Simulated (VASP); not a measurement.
# InP (F-43m): a series in uniaxial stress along [001], part 2 of 2

Wanted: the response of InP to uniaxial stress along [001], as a table, with a fit that predicts a row left out.

VASP 6.6.1, plane waves and PAW; the level of theory is named at each step.

So far: Starting point; Relax the crystal, LDA; Strain across the axis, LDA; Band edges, TB-mBJ with spin-orbit coupling.

### Step 5. The table

LASPH is off in runs at LDA and on in runs at TB-mBJ.

Runs beyond LDA use the data sets made with LDA; this shifts their levels slightly, and their total energies have another zero (at TB-mBJ, which has no energy functional, they mean nothing).

The other members went through these steps as far as the tables show, with the same cutoff and, step by step, the same mesh; 32 runs are not shown. The session took 2.5 core hours (wall time by ranks) on a shared machine.

```
strain along the axis (%)  strain across the axis (%)  stress along the axis, tension positive (GPa)  energy above the unstrained row (meV/atom)  gap on the mesh, LDA (eV)
                   -2.000                       0.727                                         -1.134                                       1.819                      0.544
                   -1.500                       0.540                                         -0.861                                       1.032                      0.559
                   -1.000                       0.356                                         -0.579                                       0.471                      0.573
                   -0.500                       0.177                                         -0.286                                       0.125                      0.587
                        0                      -0.010                                          0.002                                       0.000                      0.602
                    0.500                      -0.193                                          0.301                                       0.120                      0.583
                    1.000                      -0.364                                          0.617                                       0.467                      0.563
                    1.500                      -0.539                                          0.933                                       1.054                      0.543
                    2.000                      -0.712                                          1.255                                       1.880                      0.523
```

Slopes at zero strain, from cubics through all rows: strain ratio -0.362, stress over strain 60 GPa.

Band edges at TB-mBJ with spin-orbit coupling, counted from the valence-band top at Γ, spin-orbit pairs averaged, with one row partly withheld:

```
strain along the axis (%)  gap (eV)  conduction band at Γ (eV)  Δ or X valley along z (eV)  Δ or X valley along x (eV)  lowest conduction level at L, [111] (eV)  lowest conduction level at L, [-111] (eV)  second valence level below the top (eV)  third valence level below the top (eV)
                   -2.000     1.687                      1.687                       2.263                       2.412                                     2.258                                      2.258                                    0.108                                   0.179
                   -1.500     1.700                      1.700                       2.309                       2.420                                     2.279                                      2.279                                    0.079                                   0.151
                   -1.000     1.712                      1.712                       2.354                       2.428                                     2.298                                      2.298                                    0.051                                   0.125
                   -0.500     1.721                      1.721                       2.398                       2.435                                     2.313                                      2.313                                    0.024                                   0.103
                        0     1.727                      1.727                       2.437                       2.437                                     2.323                                      2.323                                    0.000                                   0.087
                    0.500     1.709                      1.709                       2.455                       2.417                                     2.309                                      2.309                                    0.019                                   0.102
                    1.000         ?                          ?                       2.471                       2.397                                     2.292                                      2.292                                    0.030                                   0.123
                    1.500     1.668                      1.668                       2.488                       2.376                                     2.273                                      2.273                                    0.037                                   0.149
                    2.000     1.647                      1.647                       2.504                       2.355                                     2.252                                      2.252                                    0.041                                   0.180
```

Conduction masses, in electron masses:

```
strain along the axis (%)  conduction mass at Γ, along the strain axis or the normal of the plane  conduction mass at Γ, across the strain axis or in the plane  L [111] mass, longitudinal  L [111] mass, transverse along [1-10]
                   -2.000                                                                   0.128                                                         0.130                       2.072                                  0.165
                   -1.500                                                                   0.128                                                         0.130                       2.107                                  0.168
                   -1.000                                                                   0.128                                                         0.129                       2.117                                  0.170
                   -0.500                                                                   0.128                                                         0.129                       2.085                                  0.172
                        0                                                                   0.128                                                         0.128                       2.123                                  0.175
                    0.500                                                                   0.128                                                         0.127                       2.126                                  0.178
                    1.000                                                                   0.128                                                         0.127                       2.119                                  0.182
                    1.500                                                                   0.127                                                         0.125                       2.069                                  0.184
                    2.000                                                                   0.127                                                         0.125                       2.073                                  0.188
```

### Step 6. Working out the slope

The quantity to fit is the conduction level at Γ above the mean of the three top valence levels at TB-mBJ with spin-orbit coupling: 1.782, 1.777, 1.771, 1.764, 1.756, 1.749, 1.731, 1.721 eV in the rows shown.

Fitting a parabola to the 8 known rows (e: strain in %) gives E = − 0.001245 e² − 0.01536 e + 1.757 in eV; the residuals are 3.3e-4 eV r.m.s.

For the withheld row, e = 1, the fit gives 1.7399 eV.

### Step 7. Checking the prediction

The calculation gives 1.7400 eV, so the prediction is 0.0001 eV too low.

### Step 8. Outcome

- Poisson ratio: 0.362
- Young's modulus along the axis: 60 GPa
- gap of the unstrained cell, TB-mBJ with spin-orbit coupling: 1.73 eV
- slope at zero strain of the conduction level at Γ above the mean of the three top valence levels, TB-mBJ with spin-orbit coupling: -15 meV per %
- error of the predicted row: -0.1 meV

**Reading.** As a check, the curvature of the energy gives 60 GPa for the same modulus (energy per volume = E/2 × strain²), 1 % from the slope of the stress. At TB-mBJ with spin-orbit coupling the lowest conduction valley is Γ throughout, and the gap runs between 1.65 and 1.73 eV. Hole masses are left out throughout, since the top bands are degenerate or cross in many series; of conduction masses, those of the Γ, L and (for Si and Ge under (001) strain) Δ valleys are kept where they change by under an eighth between rows. TB-mBJ is a potential fitted for gaps; it has no energy functional, so its total energies and forces mean nothing, and its bands tend to come out too narrow. Δ or X levels are the lowest on their line, refined by a parabola unless they lie at X; the gap is read from all points sampled and can differ from the lowest valley by some meV, or by tens of meV where strain moves the valence top off Γ. Temperature, zero-point motion and excitons are left out.

[Lines on the potential files, build, host, timing and source positions are cut from VASP's logs without a mark.]

[Logs are printed without paths, hosts, clocks, repeated set-up lines and the standing remarks that a program may print on its own settings, such as how far it seeks lower states.]

[Hosts, paths, dates, database ids (printed as entryN), source tags and the programs' standing remarks are cut or masked in the printed files.]

[In band tables of VASP the shares of atoms and orbitals are scaled to a sum of 1 inside the atoms' spheres.]
